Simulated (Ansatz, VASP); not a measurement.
## One calculation of Sb, two programs

Contents of POSCAR:

```
Sb
1.0
   -2.0116914528      1.7309903198      1.8713408863
    2.0116914528     -1.7309903198      1.8713408863
    2.0116914528      1.7309903198     -1.8713408863
Sb
1
Direct
    0.0000000000      0.0000000000      0.0000000000
```

File INCAR.step1:

```
SYSTEM = Sb
  PREC = Accurate
  ENCUT = 520
  ISMEAR = 0
  SIGMA = 0.15
  LREAL = .FALSE.
  LASPH = .TRUE.
  NELM = 100
  NBANDS = 8
  GGA = PE
  ALGO = Normal
  EDIFF = 1E-4
  LWAVE = .TRUE.
  LCHARG = .FALSE.
```

The input INCAR.step2:

```
SYSTEM = Sb
  PREC = Accurate
  ENCUT = 520
  EDIFF = 1E-6
  ISMEAR = 0
  SIGMA = 0.15
  LREAL = .FALSE.
  LASPH = .TRUE.
  NELM = 100
  ALGO = Normal
  ISIF = 2
  LWAVE = .FALSE.
  LCHARG = .TRUE.
  METAGGA = R2SCAN
  LMIXTAU = .TRUE.
  LELF = .TRUE.
  LVHAR = .TRUE.
  NBANDS = 8
  ISTART = 1
```

KPOINTS

```
regular mesh
0
G
  18 18 18
  0 0 0
```

Input for Ansatz:

```yaml
crystal:
  lattice:
    - [-2.0116914528, 1.7309903198, 1.8713408863]
    - [2.0116914528, -1.7309903198, 1.8713408863]
    - [2.0116914528, 1.7309903198, -1.8713408863]
  atoms:
    - { symbol: Sb, position: [0.0, 0.0, 0.0] }
basis:
  ecutwfc: 500
kpoints:
  mp_grid: { grid: [18, 18, 18] }
hamiltonian:
  xc: r2scan
scf:
  occupations: { method: gaussian, width: 0.15 }
output:
  forces: true
  stress: true
  eigenvalues: true
```

Change from the starting cell: strain +0.0750 x Voigt [1, -1, 0, 0, 0, 0], atoms carried along.

Alike in both runs: task single point; functional r2SCAN; k mesh 18 × 18 × 18; occupations gaussian, width 0.15 eV; no spin polarisation.

```csv
,VASP,Ansatz
version,VASP 6.6.1,Ansatz 0.2.0
potentials or method,"VASP PAW PBE potentials, release 64 (Sb)","scalar-relativistic, plane waves, PAW"
plane-wave cutoff (eV),520,500
valence electrons in the cell,5,15
```

VASP gave:

| Property | Result |
| --- | --- |
| gap on the k mesh at the Fermi level (eV) | none |
| pressure (GPa) | 2.6 |
| largest component of the traceless stress (GPa) | 2.29 |

What did Ansatz give for the same quantities?

gap on the k mesh at the Fermi level (eV): none; pressure (GPa): 2.7; largest component of the traceless stress (GPa): 2.32.

A gap of «none» marks a metal or a gap that the smearing closes. The two sets of potentials don't hold the same shells in valence.

Caveats: the PAW data sets were made with another functional, which shifts forces and pressure a little (VASP). The runs have no spin-orbit coupling, so splittings on Sb are missing.
